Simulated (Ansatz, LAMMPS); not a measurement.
# Which site? a vacancy of O in amorphous Al2O3 (155 atoms): runs compared

Aim: make a vacancy of O at several sites of amorphous Al2O3 (155 atoms), relax each, and compare their energies.

Computed with Ansatz 0.2.0: Kohn-Sham DFT, PBE, PAW (set soft_2), plane waves.

## Step 1: The cell as built

The cell holds 155 atoms: 62 Al and 93 O. Cell: a = 12.259 Å, b = 12.259 Å, c = 12.259 Å, α = 90.0°, β = 90.0°, γ = 90.0°. 155 atoms (62 Al, 93 O) placed at random at 2.85 g/cm³, melted at 5000 K for 10 ps at fixed volume with the Morse and Coulomb pair potential with partial charges (Pedone, Malavasi, Menziani, Cormack and Segre, J. Phys. Chem. B 110, 11780 (2006)). Quenched from 5000 K to 300 K at 20 K/ps and fixed volume, held 5 ps, then minimised at fixed cell.

Limits known from the start: The quench rate of 20 K/ps far exceeds what a furnace or splat quench reaches, so expect more defects and frozen-in strain than in a real sample. The network of bonds at the start is that of the classical potential that made the cell, and needn't be the one that DFT or experiment would give. The Brillouin zone is sampled at Γ only, in a cell whose shortest periodic width is 12 Å.

## Step 2: The reference run

The reference is a single point at the end of the relaxation.

Every defect cell starts from the geometry of this run and is relaxed in the fixed cell.

Its input, with most atom lines left out:

```yaml
crystal:
  lattice:
    - [12.2588, 0.0, 0.0]
    - [0.0, 12.2588, 0.0]
    - [0.0, 0.0, 12.2588]
  atoms:
    - { symbol: Al, position: [0.92874, 0.99827, 0.36978] }
    - { symbol: Al, position: [0.40254, 0.78038, 0.89873] }
    - { symbol: Al, position: [0.02193, 0.52934, 0.2425] }
    - { symbol: Al, position: [0.87231, 0.35063, 0.6496] }
    - { symbol: Al, position: [0.23769, 0.62853, 0.01955] }
    - { symbol: Al, position: [0.06271, 0.3249, 0.38705] }
    - { symbol: Al, position: [0.94039, 0.19056, 0.17963] }
    [... atom lines 8 to 155 left out ...]
kpoints:
  mp_grid: { grid: [1, 1, 1] }
hamiltonian:
  xc: pbe
scf:
  occupations: { method: gaussian, width: 0.05 }
output:
  forces: true
  stress: true
  populations: true
  dos:
    method: { smearing: { sigma: 0.1 } }
    de: 0.1
    projected: { site_lists: { Al: [Al], O: [O] } }
  eigenvalues: true
  write_density: true
  write_potential: true
  volumetric_format: npy
```

| Quantity | Value |
| --- | --- |
| free energy per atom | -556.8318 eV/atom |
| r.m.s. force component | 0.00779 eV/Å |
| pressure | -0.8322 GPa |

Filled and empty levels are parted by 3.13 eV (at Γ alone); a semilocal functional tends to put such gaps too low. In a disordered cell it changes from sample to sample, and tail or defect levels can set it.

## Step 3: The runs

Each row is one run, on 4 threads of Arm Neoverse V2, shared host. The free energy is the program's total, comparable only between runs with the same functional, potentials and atoms.

| run | atoms | outcome | ionic steps, all passes | free energy (eV) | time | host memory (GiB) |
| --- | --- | --- | --- | --- | --- | --- |
| Single point at the start | 155 | converged | - | -86305.253 | 24 s | 2.6 |
| Relaxation | 155 | converged | 16 | -86308.933 | 5.1 min | 2.6 |
| Single point at the relaxed geometry | 155 | converged | - | -86308.933 | 45 s | 2.7 |
| Vacancy of O, site O121 | 154 | converged | 13 | -85739.123 | 14 min | 4.7 |
| Vacancy of O, site O135 | 154 | converged | 6 | -85737.852 | 6.5 min | 4.7 |
| Vacancy of O, site O98 | 154 | converged | 8 | -85737.683 | 7.7 min | 4.7 |
| Vacancy of O, site O114 | 154 | converged | 11 | -85738.171 | 11 min | 4.7 |
| Vacancy of O, site O68 | 154 | converged | 12 | -85737.956 | 11 min | 4.7 |
| Vacancy of O, site O78 | 154 | converged | 15 | -85738.402 | 14 min | 4.7 |

In some runs the program notes that the exchange-correlation potential is rough where the density is thin and starting moments were not kept.

The surroundings of site O121, the cheapest one, after relaxation: 12 atoms, nearest first, with positions taken from that point. Atoms keep their numbers of the cell before the removal, where the removed atom was number 121.

| atom | x | y | z | distance (Å) | bonds |
| --- | --- | --- | --- | --- | --- |
| Al45 | 1.23 | 0.71 | -0.54 | 1.51 | 3 |
| Al2 | -1.23 | 0.12 | -0.99 | 1.58 | 3 |
| O114 | 1.94 | -0.67 | 0.42 | 2.09 | 3 |
| O75 | 0.25 | 0.62 | 2.45 | 2.53 | 3 |
| Al35 | 1.24 | -0.84 | 2.05 | 2.54 | 5 |
| O95 | -0.34 | -1.77 | 2.12 | 2.78 | 3 |
| O147 | -2.36 | 1.44 | -0.37 | 2.79 | 3 |
| O148 | -2.32 | -1.32 | -0.88 | 2.81 | 3 |
| O117 | 1.73 | 2.28 | 0.06 | 2.86 | 2 |
| O151 | -1.11 | 0.15 | -2.76 | 2.98 | 2 |
| Al25 | -1.34 | -0.32 | 2.67 | 3.00 | 5 |
| O105 | 1.80 | 0.87 | -2.32 | 3.06 | 3 |

The column of bonds counts only the pairs O-Al within 2.49 Å; other neighbours, such as metal atoms beside each other in a compound, aren't counted, and periodic images can show an atom twice.

## Step 4: The sites compared

All these cells hold the same atoms, so their energies can be compared with no chemical potential.

| site | neighbours | mean distance (Å) | atoms within 6 Å | energy over the best site (eV) | before relaxation (eV) | gain on relaxing (eV) |
| --- | --- | --- | --- | --- | --- | --- |
| O121 | Al2 | 1.73 | 73 | 0.00 | 0.00 | 0.87 |
| O78 | Al2 | 1.71 | 74 | 0.72 | 0.28 | 0.43 |
| O114 | Al3 | 1.81 | 71 | 0.95 | 0.42 | 0.34 |
| O68 | Al3 | 1.87 | 80 | 1.17 | 0.71 | 0.41 |
| O135 | Al4 | 1.95 | 73 | 1.27 | 0.55 | 0.15 |
| O98 | Al3 | 1.86 | 72 | 1.44 | 0.75 | 0.18 |

Neighbours are those of the relaxed host within 2.27 Å (O-Al); other pairs aren't counted.

## Step 5: Outcome

The cheapest site is O121 (2 neighbours, Al2); the dearest, O98 (3 neighbours, Al3), costs 1.4 eV more. By coordination the energies over the best site are 0.00 to 0.72 eV with 2 neighbours, 0.95 to 1.44 eV with 3 neighbours and 1.27 eV with 4 neighbours. Relaxation gains 0.15 to 0.87 eV and leaves the best site the same.

Caveats: Defects are neutral and interact with their images. The reference ran with gaussian smearing of 0.05 eV, but 6 of the 6 defect cells with fermi-dirac smearing of 0.025 eV, spin polarised. In a disordered cell the relaxation can also rearrange atoms far from the site. In the spin-polarised runs the search for a state of lower energy was switched off. Only 6 of the 93 O sites were tried; unless symmetry makes the others alike to these, a cheaper one may exist.

The DFT runs together took 70 min of wall time.

[Logs are printed without paths, hosts, clocks, repeated set-up lines and the standing remarks that a program may print on its own settings, such as how far it seeks lower states.]

[Hosts, paths, dates, database ids (printed as entryN), source tags and the programs' standing remarks are cut or masked in the printed files.]
